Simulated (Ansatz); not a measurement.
**Sr: band structure with rPW86-PBE+D3(BJ)**

Sr:

```
CELL_PARAMETERS angstrom
-2.40209 2.40209 2.40209
2.40209 -2.40209 2.40209
2.40209 2.40209 -2.40209
ATOMIC_POSITIONS crystal
Sr 0.00000 0.00000 0.00000
```

This isn't the form of Sr at room conditions, which is fcc.

The cell isn't the ideal one: volume scaled by 0.96.

```yaml
Program: Ansatz 0.2.0
Task: band structure
Functional: rPW86-PBE
Dispersion: D3(BJ)
Potentials_or_basis: all-electron LAPW, relativistic spinors
Cutoff: 84 eV (chosen from the basis error)
Basis_error_allowed: 0.0005 eV/atom
k_mesh: 6 × 6 × 6
Occupations: fermi-dirac, width 0.025 eV
Spin: spin-orbit coupling, no magnetisation
```

```json
{
 "Pressure": "-1.1 GPa",
 "Band gap along the path": "none (metal or under the smearing width)"
}
```

Levels at the corners of the path, in eV from the Fermi level:
```tsv
point	band 18	band 19	band 20	band 21	band 22	band 23
Γ	-18.08	-3.64	-3.64	2.31	2.31	2.31
H	-18.23	-0.14	-0.14	-0.14	-0.14	3.45
N	-18.12	-1.02	-1.02	0.25	0.25	1.19
Γ	-18.08	-3.64	-3.64	2.31	2.31	2.31
P	-18.19	0.29	0.29	0.37	0.37	0.37
H	-18.23	-0.14	-0.14	-0.14	-0.14	3.45
```

Wall time 17 s on 1 thread of Arm Neoverse V1, with other jobs on the host, peak memory 0.3 GiB.

Caveat: the k mesh is thin for a metal, which can move the energy by tens of meV per atom; the cell was measured hot, at 901 K; pairwise dispersion overbinds metals, which lowers pressure and volume.
